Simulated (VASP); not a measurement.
# AlN (P6_3mc) in VASP: phonons with PBE

Aim: the phonons of AlN with PBE.

All numbers are computed with VASP 6.6.1; they aren't measurements. Logs are shortened: lines on timing, memory, paths and dates and some standing lists are left out, and cuts for length are marked.

### Step 1. Starting point

Symmetry: P6_3mc, No. 186, hexagonal system. The conventional cell has a = 3.119 Å, b = 3.119 Å, c = 5.023 Å, α = 90.00°, β = 90.00°, γ = 120.00°. Around Al (site symmetry 3m) lie 4 N at 1.90 to 1.91 Å. N (site symmetry 3m) has 4 Al at 1.90 to 1.91 Å as nearest neighbours.

The cell was built by a generator and needn't be a form met in nature.

### Step 2. Phonons, PBE

Input file POSCAR:

```
AlN
1.0
    3.1186170000      0.0000000000      0.0000000000
   -1.5593085000      2.7008015467      0.0000000000
    0.0000000000      0.0000000000      5.0231990000
Al N
2 2
Direct
    0.3333333333      0.6666666667      0.0000000000
    0.6666666667      0.3333333333      0.5000000000
    0.3333333333      0.6666666667      0.3807100000
    0.6666666667      0.3333333333      0.8807100000
```

Input file INCAR.step1:

```
SYSTEM = AlN
PREC = Accurate
ENCUT = 600
EDIFF = 1E-8
ISMEAR = 0
SIGMA = 0.05
LREAL = .FALSE.
LASPH = .TRUE.
NELM = 100
ALGO = Fast
ISIF = 3
LWAVE = .FALSE.
LCHARG = .FALSE.
GGA = PE
IBRION = 2
NSW = 40
EDIFFG = -0.002
```

Input file INCAR.step2:

```
SYSTEM = AlN
PREC = Accurate
ENCUT = 600
EDIFF = 1E-8
ISMEAR = 0
SIGMA = 0.05
LREAL = .FALSE.
LASPH = .TRUE.
NELM = 100
ALGO = Fast
ISIF = 2
LWAVE = .FALSE.
LCHARG = .FALSE.
GGA = PE
IBRION = 8
NSW = 1
```

Input file KPOINTS:

```
Automatic mesh
0
G
  9 9 6
  0 0 0
```

Potentials or basis: VASP PAW PBE potentials, release 64 (Al, N).

Started as:

```bash
$ cat potpaw_PBE.64/Al/POTCAR potpaw_PBE.64/N/POTCAR > POTCAR
$ cp INCAR.step1 INCAR
$ mpirun -np 1 vasp_std > vasp.out
$ cp CONTCAR POSCAR
$ cp INCAR.step2 INCAR
$ mpirun -np 1 vasp_std > vasp.out
```

OUTCAR:

```text
SYSTEM = AlN
   PREC = Accurate
   ENCUT = 600
   EDIFF = 1E-8
   ISMEAR = 0
   LREAL = .FALSE.
   LASPH = .TRUE.
   NELM = 100
   ISIF = 2
   GGA = PE
   IBRION = 8
   NSW = 1

 ion  position               nearest neighbor table
   1  0.333  0.667  1.000-   4 1.90   4 1.90   4 1.90   3 1.91   2 3.09   2 3.09   2 3.09   2 3.09
                             2 3.09   2 3.09
   2  0.667  0.333  0.500-   3 1.90   3 1.90   3 1.90   4 1.91   1 3.09   1 3.09   1 3.09   1 3.09
                             1 3.09   1 3.09
   3  0.333  0.667  0.381-   2 1.90   2 1.90   2 1.90   1 1.91
   4  0.667  0.333  0.881-   1 1.90   1 1.90   1 1.90   2 1.91

  LATTYP: Found a hexagonal cell.
 ALAT       =     3.1279359693
 C/A-ratio  =     1.6034167389

  Lattice vectors:

 A1 = (   3.1279359693,   0.0000000000,   0.0000000000)
 A2 = (  -1.5639679847,   2.7088720109,   0.0000000000)
 A3 = (   0.0000000000,   0.0000000000,   5.0153848916)

Analysis of symmetry for initial positions (statically):
=====================================================================
 Subroutine PRICEL returns:
 Original cell was already a primitive cell.

 Routine SETGRP: Setting up the symmetry group for a
 hexagonal supercell.

 Subroutine GETGRP returns: Found 12 space group operations
 (whereof  6 operations were pure point group operations)
 out of a pool of 24 trial point group operations.

The static configuration has the point symmetry C_3v.
 The point group associated with its full space group is C_6v.

Analysis of symmetry for dynamics (positions and initial velocities):
=====================================================================
 Subroutine PRICEL returns:
 Original cell was already a primitive cell.

 Routine SETGRP: Setting up the symmetry group for a
 hexagonal supercell.

 Subroutine GETGRP returns: Found 12 space group operations
 (whereof  6 operations were pure point group operations)
 out of a pool of 24 trial point group operations.

The dynamic configuration has the point symmetry C_3v.
 The point group associated with its full space group is C_6v.

 Subroutine INISYM returns: Found 12 space group operations
 (whereof  6 operations are pure point group operations),
 and found     1 'primitive' translations

----------------------------------------------------------------------------------------

                                     Primitive cell

  volume of cell :      42.4962

  direct lattice vectors                    reciprocal lattice vectors
     3.127935969  0.000000000  0.000000000     0.319699639  0.184578673  0.000000000
    -1.563967985  2.708872011  0.000000000     0.000000000  0.369157345  0.000000000
     0.000000000  0.000000000  5.015384892     0.000000000  0.000000000  0.199386492

  length of vectors
     3.127935969  3.127935969  5.015384892     0.369157345  0.369157345  0.199386492

  position of ions in fractional coordinates (direct lattice)
     0.333333333  0.666666667  0.999607157
     0.666666667  0.333333333  0.499607157
     0.333333333  0.666666667  0.381102843
     0.666666667  0.333333333  0.881102843

  ion indices of the primitive-cell ions
   primitive index   ion index
                 1           1
                 2           2
[... 146 lines left out ...]
     11      16.4538      0.00000
     12      17.0259      0.00000
[... 331 lines left out ...]
 k-point    24 :       0.3333    0.3333    0.1667
  band No.  band energies     occupation
      1      -6.6486      2.00000
      2      -6.6486      2.00000
      3       1.3615      2.00000
      4       1.8477      2.00000
      5       1.8477      2.00000
      6       3.3357      2.00000
      7       4.1293      2.00000
      8       4.1293      2.00000
      9      11.4198      0.00000
     10      14.2134      0.00000
     11      14.9950      0.00000
     12      14.9950      0.00000

 [... further k-points ...]

------------------------ aborting loop because EDIFF is reached ----------------------------------------

  FORCE on cell =-STRESS in cart. coord.  units (eV):
  Direction    XX          YY          ZZ          XY          YZ          ZX
  --------------------------------------------------------------------------------------
  -------------------------------------------------------------------------------------
  Total        0.0018187      0.0018187     -0.0036304      0.0000000      0.0000000      0.0000000
  in kB        0.0685681      0.0685681     -0.1368701      0.0000000      0.0000000      0.0000000
  external PRESSURE =       0.0000887 kB  Pullay stress =       0.0000000 kB

 VOLUME and BASIS-vectors are now :
 -----------------------------------------------------------------------------
  energy-cutoff  :      600.00
  volume of cell :       42.50
      direct lattice vectors                 reciprocal lattice vectors
     3.127935969  0.000000000  0.000000000     0.319699639  0.184578673  0.000000000
    -1.563967985  2.708872011  0.000000000     0.000000000  0.369157345  0.000000000
     0.000000000  0.000000000  5.015384892     0.000000000  0.000000000  0.199386492

 POSITION                                       TOTAL-FORCE (eV/Angst)
 -----------------------------------------------------------------------------------
     -0.00000      1.80591      5.01341         0.000000      0.000000     -0.000460
      1.56397      0.90296      2.50572        -0.000000     -0.000000     -0.000460
     -0.00000      1.80591      1.91138        -0.000000     -0.000000      0.000460
      1.56397      0.90296      4.41907         0.000000      0.000000      0.000460
 -----------------------------------------------------------------------------------
    total drift:                               -0.000000      0.000000      0.000567

  FREE ENERGIE OF THE ION-ELECTRON SYSTEM (eV)
  ---------------------------------------------------
  free  energy   TOTEN  =       -29.7835388020 eV

  energy  without entropy=      -29.7835388020  energy(sigma->0) =      -29.78353880

[... ionic steps 2 to 9 ...]

--------------------------------------- Ionic step       10  -------------------------------------------

------------------------ aborting loop because EDIFF is reached ----------------------------------------

[... ionic steps 11 to 11 ...]

--------------------------------------- Ionic step       12  -------------------------------------------

 Free energy of the ion-electron system (eV)
  ---------------------------------------------------
  ---------------------------------------------------
  free energy    TOTEN  =        -0.25340417 eV

  energy without entropy =       -0.25340417

------------------------ aborting loop because EDIFF is reached ----------------------------------------

 INTERNAL STRAIN TENSOR  FOR ION    3  DIRECTION 3   (eV/Angst):
 -----------------------------------------------------------------------------
     5.09185  0.00000 -0.00000
     0.00000  5.09185  0.00000
     0.00000  0.00000-11.24304

 INTERNAL STRAIN TENSOR FOR ION    4 for displacements in x,y,z  (eV/Angst):
          X           Y           Z          XY          YZ          ZX
  --------------------------------------------------------------------------------
  x     0.00000     0.00000     0.00000     9.85818     0.00000     4.87871
  y     9.85818    -9.85818     0.00000     0.00000     4.92567     0.00000
  z     5.09185     5.09185   -11.24304     0.00000     0.00000     0.00000

 SECOND DERIVATIVES (NOT SYMMETRIZED)
 ------------------------------------
               1X          1Y          1Z          2X          2Y          2Z          3X          3Y          3Z          4X          4Y          4Z
  1X   -15.007074   -0.000000    0.000000    0.644808    0.000000    0.000000    1.485274    0.000000    0.000000   12.876992    0.000000   -0.000000
  1Y    -0.000000  -15.007074    0.000000    0.000000    0.644808    0.000000    0.000000    1.485274    0.000000   -0.000000   12.876992    0.000000
  1Z     0.000000    0.000000  -20.316878    0.000000    0.000000    8.254514    0.000000    0.000000    5.977534    0.000000    0.000000    6.084829
  2X     0.644808    0.000000    0.000000  -15.007074    0.000000   -0.000000   12.876992    0.000000    0.000000    1.485274   -0.000000   -0.000000
  2Y     0.000000    0.644808    0.000000    0.000000  -15.007074    0.000000   -0.000000   12.876992    0.000000   -0.000000    1.485274    0.000000
  2Z     0.000000    0.000000    8.254514    0.000000   -0.000000  -20.316878    0.000000    0.000000    6.084829    0.000000   -0.000000    5.977534
  3X     1.484766    0.000000   -0.000000   12.876933    0.000000    0.000000  -15.063530    0.000000    0.000000    0.701830    0.000000   -0.000000
  3Y     0.000000    1.484766    0.000000    0.000000   12.876933    0.000000    0.000000  -15.063530    0.000000   -0.000000    0.701830    0.000000
  3Z    -0.000000    0.000000    5.944204    0.000000    0.000000    6.105682    0.000000   -0.000000  -18.940128    0.000000   -0.000000    6.890242
  4X    12.876933    0.000000   -0.000000    1.484766    0.000000    0.000000    0.701830    0.000000    0.000000  -15.063530    0.000000    0.000000
  4Y     0.000000   12.876933    0.000000    0.000000    1.484766    0.000000   -0.000000    0.701830    0.000000   -0.000000  -15.063530    0.000000
  4Z     0.000000   -0.000000    6.105682    0.000000   -0.000000    5.944204    0.000000    0.000000    6.890242    0.000000    0.000000  -18.940128

 Eigenvectors and eigenvalues of the dynamical matrix
 ----------------------------------------------------

   1 f  =   21.234580 THz   133.420801 2PiTHz  708.309346 cm-1    87.819127 meV
             X         Y         Z           dx          dy          dz
     -0.000000  1.805915  5.013415     0.000000   -0.000000   -0.006220
      1.563968  0.902957  2.505722     0.000000   -0.000000    0.006220
     -0.000000  1.805915  1.911377    -0.000000    0.000000   -0.707079
      1.563968  0.902957  4.419070    -0.000000    0.000000    0.707079
[... 71 lines left out ...]
  12 f/i=    0.004388 THz     0.027573 2PiTHz    0.146381 cm-1     0.018149 meV
             X         Y         Z           dx          dy          dz
     -0.000000  1.805915  5.013415     0.000000   -0.000000    0.573642
      1.563968  0.902957  2.505722     0.000000   -0.000000    0.573642
     -0.000000  1.805915  1.911377     0.000000   -0.000000    0.413443
      1.563968  0.902957  4.419070     0.000000   -0.000000    0.413443

--------------------------------------------------------------------------------------------------------

 ELASTIC MODULI CONTR FROM IONIC RELAXATION (kBar)
 Direction    XX          YY          ZZ          XY          YZ          ZX
 --------------------------------------------------------------------------------
 XX        -632.0396    307.0494    358.8379     -0.0000      0.0000      0.0000
 YY         307.0494   -632.0396    358.8379      0.0000     -0.0000     -0.0000
 ZZ         358.8379    358.8379   -792.4218     -0.0000      0.0000     -0.0000
 XY          -0.0000      0.0000     -0.0000   -469.5445      0.0000      0.0000
 YZ           0.0000     -0.0000      0.0000      0.0000   -115.2651     -0.0000
 ZX           0.0000     -0.0000     -0.0000      0.0000     -0.0000   -122.5416
 --------------------------------------------------------------------------------
```

Run time: 5.3 min. Hardware: 1 thread of Intel Xeon 6975P-C (Granite Rapids), shared host; peak memory 0.43 GiB.

What came out:

- Relaxed volume: 10.62 Å³/atom
- Relaxed cell: a = 3.128 Å, b = 3.128 Å, c = 5.015 Å, α = 90.00°, β = 90.00°, γ = 120.00°
- Space group after relaxing (to 0.05 Å): P6_3mc (No. 186)
- Highest phonon frequency at Γ, LO-TO splitting left out: 708 cm⁻¹

Step by step:
```
step  energy change (eV)  largest force (eV/Å)  pressure (GPa)  volume (Å³)
   1              0.0000                0.0000            0.92        42.31
   2             -0.0004                0.0443           -0.82        42.68
   3             -0.0009                0.0259           -0.10        42.52
   4             -0.0010                0.0110           -0.04        42.51
   5             -0.0011                0.0004            0.00        42.50
```

Final structure:
```
Al N
1.0
     3.12794    0.00000    0.00000
    -1.56397    2.70887    0.00000
     0.00000    0.00000    5.01538
Al N
2 2
Direct
  0.33333 0.66667 0.99961
  0.66667 0.33333 0.49961
  0.33333 0.66667 0.38110
  0.66667 0.33333 0.88110
```

Phonon frequencies in cm⁻¹ (negative: imaginary):
```
              q point                                frequencies
(0.000, 0.000, 0.000)  0 0 0 237 237 537 596 639 639 651 651 708
```
